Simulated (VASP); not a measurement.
# Lu (Im-3m) in VASP: settings compared

Aim: see how the results for Lu move with the level of theory and the settings. Levels: PBEsol, PBE. Tasks: relaxation of cell and atoms, single point.

Program: VASP 6.6.1. These are calculated values, not measurements. Logs are shortened: lines on timing, memory, paths and dates and some standing lists are left out, and cuts for length are marked.

## 1. The structure

Symmetry: Im-3m, No. 229, cubic system. Conventional cell: a = 3.908 Å, b = 3.908 Å, c = 3.908 Å, α = 90.00°, β = 90.00°, γ = 90.00°. Around Lu (site symmetry m-3m) lie 8 Lu at 3.38 Å.

This isn't the form of Lu at room conditions, which is hcp.

## 2. Relaxation of cell and atoms, PBEsol

INCAR

```
PREC = Accurate
ENCUT = 600
EDIFF = 1E-6
ISMEAR = -1
SIGMA = 0.05
LREAL = F
LASPH = T
NELM = 60
ALGO = Normal
ISIF = 3
LWAVE = F
LCHARG = F
GGA = PS
IBRION = 2
NSW = 60
EDIFFG = -0.01
PSTRESS = 0
```

KPOINTS

```
regular mesh
0
Gamma
  10 10 10
```

POSCAR

```
Lu
1.0
   -1.9541071088      1.9541071088      1.9541071088
    1.9541071088     -1.9541071088      1.9541071088
    1.9541071088      1.9541071088     -1.9541071088
Lu
1
Direct
    0.0000000000      0.0000000000      0.0000000000
```

Potentials or basis: VASP PAW PBE potentials, release 64 (Lu).

Run with:

```console
$ cat potpaw_PBE.64/Lu/POTCAR > POTCAR
$ mpirun -np 1 vasp_std > vasp.out
```

OUTCAR:

```text
PREC = Accurate
   ENCUT = 600
   EDIFF = 1E-6
   ISMEAR = -1
   LREAL = F
   LASPH = T
   NELM = 60
   ISIF = 3
   GGA = PS
   IBRION = 2
   NSW = 60
   EDIFFG = -0.01
   PSTRESS = 0

 ion  position               nearest neighbor table
   1  0.000  0.000  0.000-

  LATTYP: Found a body centered cubic cell.
 ALAT       =     3.9082142176

  Lattice vectors:

 A1 = (  -1.9541071088,   1.9541071088,   1.9541071088)
 A2 = (   1.9541071088,  -1.9541071088,   1.9541071088)
 A3 = (   1.9541071088,   1.9541071088,  -1.9541071088)

Analysis of symmetry for initial positions (statically):
=====================================================================
 Subroutine PRICEL returns:
 Original cell was already a primitive cell.

 Routine SETGRP: Setting up the symmetry group for a
 body centered cubic supercell.

 Subroutine GETGRP returns: Found 48 space group operations
 (whereof 48 operations were pure point group operations)
 out of a pool of 48 trial point group operations.

The static configuration has the point symmetry O_h .

Analysis of symmetry for dynamics (positions and initial velocities):
=====================================================================
 Subroutine PRICEL returns:
 Original cell was already a primitive cell.

 Routine SETGRP: Setting up the symmetry group for a
 body centered cubic supercell.

 Subroutine GETGRP returns: Found 48 space group operations
 (whereof 48 operations were pure point group operations)
 out of a pool of 48 trial point group operations.

The dynamic configuration has the point symmetry O_h .

 Subroutine INISYM returns: Found 48 space group operations
 (whereof 48 operations are pure point group operations),
 and found     1 'primitive' translations

----------------------------------------------------------------------------------------

                                     Primitive cell

  volume of cell :      29.8473

  direct lattice vectors                    reciprocal lattice vectors
    -1.954107109  1.954107109  1.954107109     0.000000000  0.255871338  0.255871338
     1.954107109 -1.954107109  1.954107109     0.255871338  0.000000000  0.255871338
     1.954107109  1.954107109 -1.954107109     0.255871338  0.255871338  0.000000000

  length of vectors
     3.384612796  3.384612796  3.384612796     0.361856716  0.361856716  0.361856716

  position of ions in fractional coordinates (direct lattice)
     0.000000000  0.000000000  0.000000000

  ion indices of the primitive-cell ions
   primitive index   ion index
                 1           1

----------------------------------------------------------------------------------------

 KPOINTS: regular mesh

Automatic generation of k-mesh.
 Grid dimensions read from file:
 generate k-points for:   10   10   10

 Generating k-lattice:

  Cartesian coordinates                     Fractional coordinates (reciprocal lattice)
     0.000000000  0.025587134  0.025587134     0.100000000  0.000000000  0.000000000
     0.025587134  0.000000000  0.025587134     0.000000000  0.100000000  0.000000000
     0.025587134  0.025587134  0.000000000     0.000000000  0.000000000  0.100000000

  Length of vectors
     0.036185672  0.036185672  0.036185672

  Shift w.r.t. Gamma in fractional coordinates (k-lattice)
     0.000000000  0.000000000  0.000000000

 Subroutine IBZKPT returns following result:
 ===========================================

 Found     47 irreducible k-points:

 Following reciprocal coordinates:
            Coordinates               Weight
  0.000000  0.000000  0.000000      1.000000
  0.100000  0.000000  0.000000     12.000000
  0.200000  0.000000  0.000000     12.000000
  0.300000  0.000000  0.000000     12.000000
  0.400000  0.000000  0.000000     12.000000
  0.500000  0.000000  0.000000      6.000000
[... 16 lines left out ...]
  0.300000  0.300000  0.100000      8.000000
 -0.300000  0.300000  0.100000     24.000000
 [... further k-points ...]
   k-points           NKPTS =     47   k-points in BZ     NKDIM =     47   number of bands    NBANDS=     16
   number of dos      NEDOS =    301   number of ions     NIONS =      1
   total plane-waves  NPLWV =  21952
   dimension x,y,z NGX =    28 NGY =   28 NGZ =   28
   dimension x,y,z NGXF=    56 NGYF=   56 NGZF=   56
   ions per type =               1
   NGX,Y,Z   is equivalent  to a cutoff of  13.75, 13.75, 13.75 a.u.
   NGXF,Y,Z  is equivalent  to a cutoff of  27.51, 27.51, 27.51 a.u.
 SYSTEM =  unknown system
   PREC   = accura    normal or accurate (medium, high low for compatibility)
   ISTART =      0    job   : 0-new  1-cont  2-samecut
   ICHARG =      2    charge: 1-file 2-atom 10-const
   ISPIN  =      1    spin polarized calculation?
   LNONCOLLINEAR =      F non collinear calculations
   LSORBIT =      F    spin-orbit coupling
   LASPH  =      T    aspherical Exc in radial PAW
   ENCUT  =  600.0 eV  44.10 Ry    6.64 a.u.   6.76  6.76  6.76*2*pi/ulx,y,z
   NELM   =     60;   NELMIN=  2; NELMDL= -5     # of ELM steps
   EDIFF  = 0.1E-05   stopping-criterion for ELM
   LREAL  =      F    real-space projection
   EDIFFG = -.1E-01   stopping-criterion for IOM
   NSW    =     60    number of steps for IOM
   IBRION =      2    ionic relax: 0-MD 1-quasi-New 2-CG
   NFREE  =      1    steps in history (QN), initial steepest desc. (CG)
   ISIF   =      3    stress and relaxation
   ISYM   =      2    0-nonsym 1-usesym 2-fastsym
   POTIM  = 0.5000    time-step for ionic-motion
   TEBEG  =    0.0;   TEEND  =   0.0 temperature during run
   PSTRESS=    0.0 pullay stress
   NELECT =      25.0000    total number of electrons
   NUPDOWN=      -1.0000    fix difference up-down
   EMIN   =  10.00;   EMAX   =-10.00  energy-range for DOS
   EFERMI =   0.00;   METHOD = LEGACY
   ISMEAR =    -1;   SIGMA  =   0.05  broadening in eV -4-tet -1-fermi 0-gaus
   EFERMI_NEDOS =   21; number of points for ismear=-14 and -15
   IALGO  =     38    algorithm
   IMIX   =      4    mixing-type and parameters
     AMIX     =   0.40;   BMIX     =  1.00
     AMIX_MAG =   1.60;   BMIX_MAG =  1.00
  volume/ion in A,a.u.               =      29.85       201.42
  Fermi-wavevector in a.u.,A,eV,Ry     =   1.543191  2.916209 32.401456  2.381440
  Thomas-Fermi vector in A             =   2.648889
   LORBIT       =      0    0 simple, 1 ext, 2 COOP (PROOUT), +10 PAW based schemes
   GGA     = PS    functional components
   LHFCALC =     F    Hartree Fock is set to
   AEXX    =    0.0000 exact exchange contribution
   IVDW    =     0    specifies the selected vdW correction
   LEPSILON=     F    determine dielectric tensor
   LRPA    =     F    only Hartree local field effects (RPA)
 conjugate gradient relaxation of ions
 non-spin polarized calculation
  energy-cutoff  :      600.00
  volume of cell :       29.85
 maximum number of plane-waves:      1007
   NGX = 13   NGY = 13   NGZ = 13

--------------------------------------- Ionic step        1  -------------------------------------------

 number of electron      24.9999996 magnetization

 Free energy of the ion-electron system (eV)
  ---------------------------------------------------
  ext. energy  EPLUGINS =         0.00000000
  ---------------------------------------------------
  free energy    TOTEN  =        -4.79106936 eV

  energy without entropy =       -4.77151950  energy(sigma->0) =       -4.78129443

------------------------ aborting loop because EDIFF is reached ----------------------------------------

  FORCE on cell =-STRESS in cart. coord.  units (eV):
  Direction    XX          YY          ZZ          XY          YZ          ZX
  --------------------------------------------------------------------------------------
  -------------------------------------------------------------------------------------
  Total       -0.4650302     -0.4650302     -0.4650302      0.0000000      0.0000000      0.0000000
  in kB      -24.9624194    -24.9624194    -24.9624194      0.0000000      0.0000000      0.0000000
  external PRESSURE =     -24.9624194 kB  Pullay stress =       0.0000000 kB
[... 55 lines left out ...]
  energy  without entropy=       -4.7884690957  energy(sigma->0) =       -4.79767015

--------------------------------------- Ionic step        3  -------------------------------------------

 number of electron      25.0000003 magnetization

 Free energy of the ion-electron system (eV)
  ---------------------------------------------------
  ext. energy  EPLUGINS =         0.00000000
  ---------------------------------------------------
  free energy    TOTEN  =        -4.80697994 eV

  energy without entropy =       -4.78854219  energy(sigma->0) =       -4.79776107

 E-fermi :   2.3900     XC(G=0): -10.9665

 val. band max:        2.3389113444   @ k =   0.2000   0.2000   0.1000
 cond. band min:       2.4211317995   @ k =   0.3000   0.2000   0.1000
 fundamental gap:      0.0822204552
 Fermi energy:         2.3900249479

 k-point     1 :       0.0000    0.0000    0.0000
  band No.  band energies     occupation
      1     -53.9172      2.00000
      2     -24.3037      2.00000
      3     -24.3037      2.00000
      4     -24.3037      2.00000
      5      -3.8857      2.00000
      6      -2.6912      2.00000
[... 8 lines left out ...]
     15       4.5129      0.00000
     16       6.8670      0.00000
[... 420 lines left out ...]
  band No.  band energies     occupation
      1     -53.8889      2.00000
      2     -24.6744      2.00000
      3     -24.4461      2.00000
      4     -24.3477      2.00000
      5      -2.6755      2.00000
      6      -2.6488      2.00000
[... 8 lines left out ...]
     15       5.6677      0.00000
     16       7.0153      0.00000

 [... further k-points ...]

------------------------ aborting loop because EDIFF is reached ----------------------------------------

  FORCE on cell =-STRESS in cart. coord.  units (eV):
  Direction    XX          YY          ZZ          XY          YZ          ZX
  --------------------------------------------------------------------------------------
  -------------------------------------------------------------------------------------
  Total        0.0014854      0.0014854      0.0014854      0.0000000      0.0000000      0.0000000
  in kB        0.0848899      0.0848899      0.0848899      0.0000000      0.0000000      0.0000000
  external PRESSURE =       0.0848899 kB  Pullay stress =       0.0000000 kB
[... 16 lines left out ...]
  FREE ENERGIE OF THE ION-ELECTRON SYSTEM (eV)
  ---------------------------------------------------
  free  energy   TOTEN  =        -4.8069799447 eV

  energy  without entropy=       -4.7885421885  energy(sigma->0) =       -4.79776107

 reached required accuracy - stopping structural energy minimisation
```

It took 46 s on 1 thread of Intel Xeon Platinum 8559C (Emerald Rapids), shared host; peak memory 0.19 GiB.

Results:

```yaml
Free_energy: -4.8070 eV
Relaxed_volume: 28.03 Å³/atom
Relaxed_cell: a = 3.315 Å, b = 3.315 Å, c = 3.315 Å, α = 109.47°, β = 109.47°, γ = 109.47°
Space_group_after_relaxing_to_0.05_Å: Im-3m (No. 229)
Energy_gained_by_relaxing: 15.9 meV/atom
Ionic_steps: 3
Pressure_after_relaxing: 0.0 GPa
Band_gap_on_the_k_mesh: none (metal or under the smearing width)
```

Step by step:
```tsv
step	energy change (eV)	largest force (eV/Å)	pressure (GPa)	volume (Å³)
1	0.0000	0.0000	-2.50	29.85
2	-0.0158	0.0000	0.31	27.88
3	-0.0159	0.0000	0.01	28.03
```

Final structure:
```xyz
1
Lattice="-1.9137 1.9137 1.9137 1.9137 -1.9137 1.9137 1.9137 1.9137 -1.9137" Properties=species:S:1:pos:R:3 pbc="T T T"
Lu    0.0000    0.0000    0.0000
```

Levels at points of the mesh, in eV from the Fermi level:
| k point | band 10 | band 11 | band 12 | band 13 | band 14 | band 15 |
| --- | --- | --- | --- | --- | --- | --- |
| (0.00, 0.00, 0.00) | -4.98 | -4.98 | -4.96 | 2.12 | 2.12 | 2.12 |
| (0.50, 0.00, 0.00) | -4.98 | -4.97 | -2.64 | 0.30 | 0.61 | 4.25 |
| (0.50, 0.50, 0.50) | -4.97 | -4.97 | -1.65 | -1.65 | 5.97 | 5.97 |

Caveat: the PAW data sets were made with another functional, which shifts forces and pressure a little.

(Continued in part 2 of 2.)
